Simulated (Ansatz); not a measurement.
A run of Ansatz 0.2.0 is set up as follows.

The input input.yaml:

```yaml
crystal:
  lattice:
    - [2.82766816, 1.63255497, 2.31773161]
    - [-2.82766816, 1.63255497, 2.31773161]
    - [0.0, -3.26510994, 2.31773161]
  atoms:
    - { symbol: Ba, position: [0.03347316, 0.98846853, 0.00183776] }
    - { symbol: Ti, position: [0.50610326, 0.52748478, 0.53723216] }
    - { symbol: O, position: [0.48624715, 0.49714708, 0.97115146] }
    - { symbol: O, position: [0.47408987, 0.98641501, 0.47201237] }
    - { symbol: O, position: [0.97878656, 0.47918459, 0.49646624] }
hamiltonian:
  xc: blyp
  pseudopotentials: { kind: paw }
kpoints:
  mp_grid: { grid: [7, 7, 7] }
  band_path:
    path:
      - [[0.0, 0.0, 0.0], [0.5, 0.0, 0.0], [0.5, 0.4974305484, -0.4974305484]]
      - [[0.5025694516, 0.5, 0.4974305484], [0.5, 0.5, 0.5], [0.0, 0.0, 0.0], [0.4987152742, 0.0, -0.4987152742]]
      - [[0.5012847258, 0.4987152742, 0.0], [0.5, 0.5, 0.0], [0.5012847258, 0.5012847258, 0.4974305484], [0.5, 0.5, 0.5]]
      - [[0.5, 0.0, 0.0], [0.5025694516, 0.4987152742, 0.4987152742]]
    npoints: 14
scf:
  occupations: { method: fermi_dirac, width: 0.05 }
  n_extra_bands: 12
output:
  forces: true
  stress: true
  eigenvalues: true
  fatbands: false
```

Potentials or basis: Ansatz PAW.

The run is started by

```bash
$ ansatz run input.yaml --threads 2 --pin off --max-ram 5632MiB --backend cpu --events-out ev --progress --plain --runs-dir out
```

Question: What does it give for the band gap on the k mesh?

Answer: 2.80 eV, indirect (least direct gap 3.33 eV).

Question: Predict the pressure.

Answer: 15.0 GPa.

Question: Predict the band gap along the path.

Answer: 2.73 eV, indirect (least direct gap 3.30 eV).

Levels at the corners of the path, in eV from the valence-band top:
| point | band 18 | band 19 | band 20 | band 21 | band 22 | band 23 |
| --- | --- | --- | --- | --- | --- | --- |
| Γ | -0.76 | -0.66 | -0.60 | 2.73 | 2.98 | 3.31 |
| L | -1.51 | -1.30 | -1.06 | 3.34 | 3.80 | 4.12 |
| B1 | -0.36 | -0.15 | 0.00 | 4.23 | 4.51 | 4.66 |
| B | -0.36 | -0.15 | 0.00 | 4.23 | 4.51 | 4.66 |
| Z | -0.36 | -0.15 | 0.00 | 4.23 | 4.51 | 4.66 |
| Γ | -0.76 | -0.66 | -0.60 | 2.73 | 2.98 | 3.31 |
| X | -0.99 | -0.85 | -0.17 | 3.91 | 4.25 | 4.45 |
| Q | -1.25 | -1.10 | -0.01 | 3.94 | 4.03 | 4.31 |
| F | -1.25 | -1.10 | -0.01 | 3.94 | 4.03 | 4.31 |
| P1 | -0.36 | -0.15 | 0.00 | 4.23 | 4.51 | 4.66 |
| Z | -0.36 | -0.15 | 0.00 | 4.23 | 4.51 | 4.66 |
| L | -1.51 | -1.30 | -1.06 | 3.34 | 3.80 | 4.12 |
| P | -0.36 | -0.15 | 0.00 | 4.23 | 4.51 | 4.66 |

Caveat: the k mesh misses the band edges, so the gap on the mesh is wider than the one along the path; the pressure holds a Pulay correction of +0.6 GPa for the finite cutoff; spin-orbit coupling is left out, which moves the levels of the heavy elements; the PAW data sets come from PBE, with cores solved anew for the run's functional, which leaves a small shift of forces and pressure; forces of over 1 eV/Å show positions far from the minimum, so gaps and moduli don't describe the material at rest. Expect the measured gap to be larger: semilocal functionals such as BLYP lack the derivative discontinuity.
